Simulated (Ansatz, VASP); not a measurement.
Given: the input of a run of Ansatz 0.2.0 on Te2Mo.

The input input.yaml:

```yaml
crystal:
  lattice:
    - [3.5182, 0.0, 0.0]
    - [-1.7591, 3.0468505756, 0.0]
    - [0.0, 0.0, 13.9736]
  atoms:
    - { symbol: Te, position: [0.6666666667, 0.3333333333, 0.379] }
    - { symbol: Te, position: [0.3333333333, 0.6666666667, 0.879] }
    - { symbol: Te, position: [0.6666666667, 0.3333333333, 0.121] }
    - { symbol: Te, position: [0.3333333333, 0.6666666667, 0.621] }
    - { symbol: Mo, position: [0.6666666667, 0.3333333333, 0.75] }
    - { symbol: Mo, position: [0.3333333333, 0.6666666667, 0.25] }
hamiltonian:
  xc: pbe
  pseudopotentials: { kind: paw }
kpoints:
  mp_grid: { grid: [9, 9, 2] }
  band_path:
    path:
      - [[0.0, 0.0, 0.0], [0.5, 0.0, 0.0], [0.3333333333, 0.3333333333, 0.0], [0.0, 0.0, 0.0], [0.0, 0.0, 0.5], [0.5, 0.0, 0.5], [0.3333333333, 0.3333333333, 0.5], [0.0, 0.0, 0.5]]
      - [[0.5, 0.0, 0.5], [0.5, 0.0, 0.0]]
      - [[0.3333333333, 0.3333333333, 0.0], [0.3333333333, 0.3333333333, 0.5]]
    npoints: 14
scf:
  occupations: { method: fermi_dirac, width: 0.05 }
  n_extra_bands: 15
output:
  forces: true
  stress: true
  eigenvalues: true
  fatbands: false
```

Potentials or basis: Ansatz PAW.

Run with:

```bash
$ ansatz run input.yaml --threads 2 --pin off --max-ram 5632MiB --backend cpu --events-out ev --progress --plain --runs-dir out
```

Problem. Translate it to VASP 6.6.1. Potentials there: VASP PAW PBE potentials, release 54 (Te, Mo).

Solution. As run (the cutoff follows the program's own potentials):

INCAR

```
PREC     = Accurate       # precision mode
ENCUT    = 500            # plane-wave cutoff, eV
EDIFF    = 1E-6           # SCF threshold, eV
ISMEAR   = -1             # smearing method
SIGMA    = 0.05           # smearing width, eV
LREAL    = False          # projectors in reciprocal space
LASPH    = True           # aspherical terms in the spheres
NELM     = 80             # most SCF steps
ALGO     = Normal         # electronic algorithm
ISIF     = 2              # what is computed and relaxed
LWAVE    = False          # write WAVECAR
LCHARG   = False          # write CHGCAR
LMAXMIX  = 4              # l up to which the mixer works
GGA      = PE             # functional
NBANDS   = 27             # bands
```

KPOINTS

```
Automatic mesh
0
Gamma
  9 9 2
```

POSCAR

```
Te2Mo
1.0
    3.5182000000      0.0000000000      0.0000000000
   -1.7591000000      3.0468505756      0.0000000000
    0.0000000000      0.0000000000     13.9736000000
Te Mo
4 2
Direct
    0.6666666667      0.3333333333      0.3790000000
    0.3333333333      0.6666666667      0.8790000000
    0.6666666667      0.3333333333      0.1210000000
    0.3333333333      0.6666666667      0.6210000000
    0.6666666667      0.3333333333      0.7500000000
    0.3333333333      0.6666666667      0.2500000000
```

The input KPOINTS_OPT:

```
path GMKGALHA,LM,KH
15
line-mode
reciprocal
 0.0000000000  0.0000000000  0.0000000000  G
 0.5000000000  0.0000000000  0.0000000000  M

 0.5000000000  0.0000000000  0.0000000000  M
 0.3333333333  0.3333333333  0.0000000000  K

 0.3333333333  0.3333333333  0.0000000000  K
 0.0000000000  0.0000000000  0.0000000000  G

 0.0000000000  0.0000000000  0.0000000000  G
 0.0000000000  0.0000000000  0.5000000000  A

 0.0000000000  0.0000000000  0.5000000000  A
 0.5000000000  0.0000000000  0.5000000000  L

 0.5000000000  0.0000000000  0.5000000000  L
 0.3333333333  0.3333333333  0.5000000000  H

 0.3333333333  0.3333333333  0.5000000000  H
 0.0000000000  0.0000000000  0.5000000000  A

 0.5000000000  0.0000000000  0.5000000000  L
 0.5000000000  0.0000000000  0.0000000000  M

 0.3333333333  0.3333333333  0.0000000000  K
 0.3333333333  0.3333333333  0.5000000000  H
```

Potentials or basis: VASP PAW PBE potentials, release 54 (Te, Mo).

Command:

```bash
$ cat potpaw_PBE.54/Te/POTCAR potpaw_PBE.54/Mo/POTCAR > POTCAR
$ mpirun -np 1 vasp_std > vasp.out
```

Both were run:

|  | VASP | Ansatz | Ansatz less VASP |
| --- | --- | --- | --- |
| gap on the k mesh at the Fermi level (eV) | 0.78 | 0.78 | -0.002 |
| least direct gap on the mesh (eV) | 1.03 | 1.04 | +0.008 |
| gap along the band path (eV) | 0.72 | 0.71 | -0.005 |
| pressure (GPa) | 2.5 | 2.9 | +0.43 |
| largest component of the traceless stress (GPa) | 0.39 | 0.46 | +0.068 |
| rms of the force components (eV/Å) | 0.056 | 0.082 | +0.0267 |

Atom by atom the forces differ by 0.027 eV/Å (rms over components). The two sets of potentials don't hold the same shells in valence.

Caveats: spin-orbit coupling is left out, which moves the levels of the heavy elements; this functional lacks dispersion, which binds the layers, so the pressure and a relaxed spacing across them are unreliable; the k mesh misses the band edges, so the gap on the mesh is wider than the one along the path (Ansatz).
